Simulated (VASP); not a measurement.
**N2: single point with HSE06**

The system is N2, in a box.

```
CELL_PARAMETERS angstrom
10.00000 0.00000 0.00000
0.00000 10.50000 0.00000
0.00000 0.00000 11.00000
ATOMIC_POSITIONS crystal
N 0.50000 0.50000 0.44947
N 0.50000 0.50000 0.55053
```

```
Program             : VASP 6.6.1
Task                : single point
Functional          : HSE06
Potentials or basis : VASP PAW PBE potentials, release 64 (N)
Cutoff              : 520 eV
k mesh              : 1 × 1 × 1
Occupations         : gaussian, width 0.02 eV
Spin                : no spin polarisation
```

```
Largest force                   : 1.459 eV/Å
Gap between the frontier levels : 10.55 eV
```

Forces in eV/Å, atoms in the order of the input:
```
N    0.000  0.000  1.459
N    0.000  0.000 -1.459
```

Levels at points of the mesh, in eV from the valence-band top:
```
           k point  band 3  band 4  band 5  band 6  band 7  band 8
(0.00, 0.00, 0.00)   -0.97   -0.97    0.00   10.55   10.55   11.41
```

Run time: 82 s on 1 thread of AMD EPYC 9R45 (Zen 5), with other jobs on the host, peak memory 0.93 GiB.

Caveat: the standard files for N, O and F lose accuracy on very short bonds; the PAW data sets were made with another functional, which shifts forces and pressure a little.
